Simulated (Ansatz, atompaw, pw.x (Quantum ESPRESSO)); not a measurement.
**tungsten (W): one change to the PAW (atompaw) potential, in the atom and in the sc crystal**

```
Element                 : tungsten (W)
Generator               : atompaw 4.2.0.5
Type                    : PAW
Functional              : PBE
Relativity              : scalar-relativistic
Frozen core             : [Kr] 4d10 4f14
Valence charge          : 14
Reference configuration : 5s2 5p6 5d4.5 6s1.5 6p0
Partial waves           : 5s (bound): rc 1.95 bohr; 6s (bound): rc 2.90 bohr; 5p (bound): rc 1.80 bohr; 6p (bound, empty): rc 2.10 bohr; 5d (bound): rc 2.90 bohr; 5d channel at 1.25 Ry: rc 2.90 bohr
Local potential         : bessel scheme, radius 2.85 bohr
Core correction         : smooth core density matched at 1.45 bohr
Augmentation charge     : sinc compensation charge, radius 2.10 bohr; PAW radius 2.90 bohr; waves and projectors: custom rrkj vanderbiltortho
```

Change: all radii scaled by about 0.88 (s 1.72, p 1.60, d 2.56 bohr); local potential bessel scheme, radius 2.52 bohr; augmentation sinc compensation charge, radius 1.86 bohr; PAW radius 2.56 bohr; waves and projectors: custom rrkj vanderbiltortho; core correction smooth core density matched at 1.28 bohr.

Cutoffs, loose and tight: the cutoffs (Ry, on a coarse ladder) from which the occupation-weighted sum of valence levels, in a spherical-Bessel basis at the reference potential, stays within 10 and 1 mRy of its value at 400 Ry. They see the waves and projectors alone, not the compensation charge or the core.

Crystal test: sc W in pw.x 7.5, no spin, 12³ k-points, Fermi–Dirac smearing 0.01 Ry, cutoffs set for each file from its atomic test. The reference is all-electron LAPW (Ansatz 0.2.0) with the same functional, mesh and smearing; V0 and B0 come from Birch–Murnaghan fits to the pressures at five volumes. Errors are pseudo minus all-electron; Δ is the rms difference of the E(V) curves that follow from these fits, minima aligned, over ±6 % about the mean V0. Mesh and smearing are coarse, so the numbers serve the comparison and aren't converged zero-temperature values; the lattice is a test structure that the element need not adopt.

All-electron: a0 = 2.638 Å (V0 = 18.36 Å³/atom), B0 = 216.4 GPa.

Problem. Does the change bring the crystal closer to the all-electron result?

Solution. The mean pressure error goes from +9.72 to +3.53 GPa, so the change moves the solid closer to the all-electron pressures.

```json
{"quantity": "outcome (atom)", "base": "generated", "changed": "generated"}
{"quantity": "cutoff, loose (atom)", "base": "25 Ry", "changed": "30 Ry"}
{"quantity": "cutoff, tight (atom)", "base": "45 Ry", "changed": "55 Ry"}
{"quantity": "bound ghosts (atom)", "base": "none", "changed": "none"}
{"quantity": "cutoffs in pw.x (Ry)", "base": "55/550", "changed": "70/700"}
{"quantity": "a0 (Å)", "base": "2.674", "changed": "2.652"}
{"quantity": "a0 error (%)", "base": "+1.38", "changed": "+0.53"}
{"quantity": "B0 error (%)", "base": "+2.1", "changed": "+1.5"}
{"quantity": "Δ (meV/atom)", "base": "37.5", "changed": "14.3"}
{"quantity": "mean pressure error (GPa)", "base": "+9.72", "changed": "+3.53"}
```

Base: The largest radius (2.90 bohr) exceeds half the bond length (2.50 bohr), so the spheres overlap, which is one possible source of error among others. This is a poor potential for the solid. Changed file: This is a poor potential for the solid. The atomic cutoffs weigh occupied waves only.
